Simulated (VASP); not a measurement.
# ZnSe (Stilleite) (F-43m) in VASP: notebook, part 2 of 2

VASP 6.6.1.

### Step 3. G0W0 quasiparticle levels, PBE

File POSCAR:

```
ZnSe
1.0
    0.0000000000      2.8338000000      2.8338000000
    2.8338000000      0.0000000000      2.8338000000
    2.8338000000      2.8338000000      0.0000000000
Se Zn
1 1
Direct
    0.7500000000      0.7500000000      0.7500000000
    0.0000000000      0.0000000000      0.0000000000
```

File INCAR.step1:

```
  PREC = Accurate
  ENCUT = 450
  EDIFF = 1E-8
  ISMEAR = 0
  SIGMA = 0.01
  LREAL = F
  LASPH = T
  NELM = 100
  ALGO = Normal
  LWAVE = T
  LCHARG = F
  GGA = PE
```

File INCAR.step2:

```
  PREC = Accurate
  ENCUT = 450
  EDIFF = 1E-8
  ISMEAR = 0
  SIGMA = 0.01
  LREAL = F
  LASPH = T
  NELM = 1
  ALGO = Exact
  LWAVE = T
  LCHARG = F
  GGA = PE
  NBANDS = 36
  LOPTICS = T
  ISTART = 1
```

File INCAR.step3:

```
  PREC = Accurate
  ENCUT = 450
  EDIFF = 1E-8
  ISMEAR = 0
  SIGMA = 0.01
  LREAL = F
  LASPH = T
  ALGO = EVGW0
  LWAVE = F
  LCHARG = F
  GGA = PE
  NELMGW = 1
  NBANDS = 36
  ENCUTGW = 260
  NOMEGA = 48
  PRECFOCK = Fast
  ISTART = 1
  NBANDSGW = 17
```

File KPOINTS:

```
Automatic mesh
0
Gamma
  3 3 3
```

Potentials or basis: VASP PAW PBE potentials, release 64 (Se_GW, Zn_GW).

Command:

```console
$ cat potpaw_PBE.64/Se_GW/POTCAR potpaw_PBE.64/Zn_GW/POTCAR > POTCAR
$ cp INCAR.step1 INCAR
$ mpirun -np 1 vasp_std > vasp.out
$ cp INCAR.step2 INCAR
$ mpirun -np 1 vasp_std > vasp.out
$ cp INCAR.step3 INCAR
$ mpirun -np 1 vasp_std > vasp.out
```

OUTCAR:

```text
PREC = Accurate
   ENCUT = 450
   EDIFF = 1E-8
   ISMEAR = 0
   LREAL = F
   LASPH = T
   GGA = PE
   NELMGW = 1
   ENCUTGW = 260
   PRECFOCK = Fast
   ISTART = 1

 Found      4 irreducible k-points:

 Following reciprocal coordinates:
            Coordinates               Weight
  0.000000  0.000000  0.000000      1.000000
  0.333333  0.000000  0.000000      8.000000
  0.333333  0.333333  0.000000      6.000000
 -0.333333  0.333333  0.000000     12.000000
   k-points           NKPTS =      4   k-points in BZ     NKDIM =     27   number of bands    NBANDS=     36
   number of dos      NEDOS =    301   number of ions     NIONS =      2
   total plane-waves  NPLWV =  21952
   dimension x,y,z NGX =    28 NGY =   28 NGZ =   28
   dimension x,y,z NGXF=    56 NGYF=   56 NGZF=   56
   ions per type =               1   1
   NGX,Y,Z   is equivalent  to a cutoff of  11.62, 11.62, 11.62 a.u.
   NGXF,Y,Z  is equivalent  to a cutoff of  23.23, 23.23, 23.23 a.u.
 SYSTEM =  unknown system
   PREC   = accura    normal or accurate (medium, high low for compatibility)
   ISTART =      1    job   : 0-new  1-cont  2-samecut
   ICHARG =      0    charge: 1-file 2-atom 10-const
   ISPIN  =      1    spin polarized calculation?
   LNONCOLLINEAR =      F non collinear calculations
   LSORBIT =      F    spin-orbit coupling
   LASPH  =      T    aspherical Exc in radial PAW
   ENCUT  =  450.0 eV  33.07 Ry    5.75 a.u.   6.93  6.93  6.93*2*pi/ulx,y,z
   NELM   =     60;   NELMIN=  2; NELMDL=  0     # of ELM steps
   EDIFF  = 0.1E-07   stopping-criterion for ELM
   LREAL  =      F    real-space projection
   EDIFFG = 0.1E-06   stopping-criterion for IOM
   NSW    =      0    number of steps for IOM
   IBRION =     -1    ionic relax: 0-MD 1-quasi-New 2-CG
   NFREE  =      0    steps in history (QN), initial steepest desc. (CG)
   ISIF   =      0    stress and relaxation
   ISYM   =      3    0-nonsym 1-usesym 2-fastsym
   POTIM  = 0.5000    time-step for ionic-motion
   TEBEG  =    0.0;   TEEND  =   0.0 temperature during run
   PSTRESS=    0.0 pullay stress
   NELECT =      18.0000    total number of electrons
   NUPDOWN=      -1.0000    fix difference up-down
   EMIN   =  10.00;   EMAX   =-10.00  energy-range for DOS
   EFERMI =   0.00;   METHOD = LEGACY
   ISMEAR =     0;   SIGMA  =   0.01  broadening in eV -4-tet -1-fermi 0-gaus
   EFERMI_NEDOS =   21; number of points for ismear=-14 and -15
   IALGO  =     38    algorithm
   IMIX   =      4    mixing-type and parameters
     AMIX     =   0.40;   BMIX     =  1.00
     AMIX_MAG =   1.60;   BMIX_MAG =  1.00
  volume/ion in A,a.u.               =      22.76       153.57
  Fermi-wavevector in a.u.,A,eV,Ry     =   1.201673  2.270834 19.647073  1.444019
  Thomas-Fermi vector in A             =   2.337476
   LORBIT       =      0    0 simple, 1 ext, 2 COOP (PROOUT), +10 PAW based schemes
   GGA     = PE    functional components
   LHFCALC =     T    Hartree Fock is set to
   PRECFOCK=fast      Normal, Fast or Accurate (Low or Medium for compatibility)
   ENCUT4O =  -1.0   cutoff for four orbital integrals eV
   NKREDX  =     1    reduce k-point grid by
   NKREDY  =     1    reduce k-point grid by
   NKREDZ  =     1    reduce k-point grid by
   AEXX    =    1.0000 exact exchange contribution
   HFSCREEN=    0.0000 screening length (either q_TF or 0.3 A-1)
   HFSCREENC=   0.0000 screening length for correlation (either q_TF or 0.3 A-1)
   ENCUTFOCK=  -1.0 apply spherical cutoff to Coloumb kernel
   IVDW    =     0    specifies the selected vdW correction
   LEPSILON=     F    determine dielectric tensor
   LRPA    =     F    only Hartree local field effects (RPA)
   LRPAFORCE           =     F    calculate RPA forces
   ENCUTGW             = 260.0    cutoff for response function in eV
   ENCUTGWSOFT         = 208.0    soft cutoff for Coulomb kernel in GW response function in eV
   ENCUTLF             =  -1.0    cutoff for local field effects
   NELMGW              =     1    number of iterations in solving QP/BSE equation
   NELMHF              =     1    number of iterations in the inner HF iteration
   NKREDLFX            =     1    NKREDLFY  =   1   NKREDLFZ  =   1
 non-spin polarized calculation
 Gauss-broadening in eV      SIGMA  =   0.01
  energy-cutoff  :      450.00
  volume of cell :       45.51
 maximum number of plane-waves:      1002
  NGX = 16; NGY = 16; NGZ = 16
   NGX = 13   NGY = 13   NGZ = 13
 maximum number of plane-waves:       444

 QP shifts <psi_nk| G(iteration)W_0 |psi_nk>: iteration 1
 for sc-GW calculations column KS-energies equals QP-energies in previous step
 and V_xc(KS)=  KS-energies - (<T + V_ion + V_H > + <T+V_H+V_ion>^1  + <V_x>^1)

 k-point   1 :       0.0000    0.0000    0.0000
  band No.  KS-energies  QP-energies   sigma(KS)   V_xc(KS)     V^pw_x(r,r')   Z            occupation Imag(sigma)

      1     -10.5025     -10.6741     -12.5675     -12.3078     -19.8306       0.6608       2.0000       1.2230
      2      -3.8950      -4.9253     -21.3302     -19.7053     -30.8897       0.6341       2.0000       0.4763
      3      -3.8950      -4.9253     -21.3302     -19.7053     -30.8897       0.6341       2.0000       0.4763
      4      -3.8950      -4.9253     -21.3302     -19.7053     -30.8897       0.6341       2.0000       0.4763
      5      -3.5352      -4.6593     -22.2586     -20.4968     -32.0216       0.6380       2.0000       0.4422
      6      -3.5352      -4.6593     -22.2586     -20.4968     -32.0216       0.6380       2.0000       0.4422
[... 9 lines left out ...]
     16      14.1442      14.8348      -9.3983     -10.3197      -4.9907       0.7495       0.0000      -0.3170
     17      15.7309      15.9211      -7.3090      -7.5616      -2.2362       0.7530       0.0000      -0.5464
[... 46 lines left out ...]
      1      -9.4978      -9.5885     -13.2598     -13.1236     -20.3582       0.6662       2.0000       1.0345
      2      -3.7977      -4.8408     -21.1758     -19.5462     -30.5782       0.6402       2.0000       0.4627
      3      -3.7177      -4.7756     -21.7472     -20.0899     -31.4135       0.6383       2.0000       0.4774
      4      -3.5758      -4.6847     -22.1295     -20.3898     -31.9116       0.6374       2.0000       0.4625
      5      -3.5272      -4.6556     -22.2631     -20.5059     -32.0440       0.6422       2.0000       0.4455
      6      -3.2992      -4.3634     -21.8847     -20.2218     -31.4303       0.6399       2.0000       0.4720
[... 9 lines left out ...]
     16      18.2675      18.8801      -8.1494      -8.9631      -2.8492       0.7528       0.0000      -0.6978
     17      18.9634      19.4285      -7.8379      -8.4479      -2.5833       0.7624       0.0000      -0.7304
```

OUTCAR.step1:

```text
PREC = Accurate
   ENCUT = 450
   EDIFF = 1E-8
   ISMEAR = 0
   LREAL = F
   LASPH = T
[... 169 lines left out ...]
 -----------------------------------------------------------------------------------
      4.25070      4.25070      4.25070        -0.000000     -0.000000     -0.000000
      0.00000      0.00000      0.00000         0.000000      0.000000      0.000000
 -----------------------------------------------------------------------------------
    total drift:                               -0.000001     -0.000001     -0.000001

  FREE ENERGIE OF THE ION-ELECTRON SYSTEM (eV)
  ---------------------------------------------------
  free  energy   TOTEN  =        -5.7435854919 eV

  energy  without entropy=       -5.7435854919  energy(sigma->0) =       -5.74358549
```

OUTCAR.step2:

```text
PREC = Accurate
   ENCUT = 450
   EDIFF = 1E-8
   ISMEAR = 0
   LREAL = F
[... 537 lines left out ...]
     0.00000    25.49548    25.49548    25.49548     0.00000     0.00000     0.00000
     0.64149    30.64317    30.64317    30.64317     0.00000     0.00000     0.00000
     1.28299   -33.00079   -33.00079   -33.00079     0.00000     0.00000     0.00000
     1.92448     4.13274     4.13274     4.13274    -0.00000     0.00000     0.00000
     2.56598    14.89035    14.89035    14.89035    -0.00000     0.00000    -0.00000
     3.20747    44.58016    44.58016    44.58016    -0.00000    -0.00000    -0.00000
[... 92 lines left out ...]
    62.86642     0.89944     0.89944     0.89944    -0.00000    -0.00000    -0.00000
    63.50792     0.90163     0.90163     0.90163    -0.00000    -0.00000    -0.00000
```

Run time: 26 s. Hardware: 1 thread of Intel Xeon 6975P-C (Granite Rapids), shared host; peak memory 0.45 GiB.

The run converged, but some of its settings lie outside the range that counts as converged, so its numbers aren't taken as properties of the crystal.

Results:

```
Band gap on the k mesh, mean-field level : 1.24 eV, direct
Quasiparticle gap                        : 2.30 eV
Least direct quasiparticle gap           : 2.30 eV
```

Caveat: the k mesh is coarse (spacing up to 0.64 Å⁻¹), so the values aren't converged; bands, screening cutoff and mesh are small and nothing is extrapolated, so the quasiparticle values aren't converged.
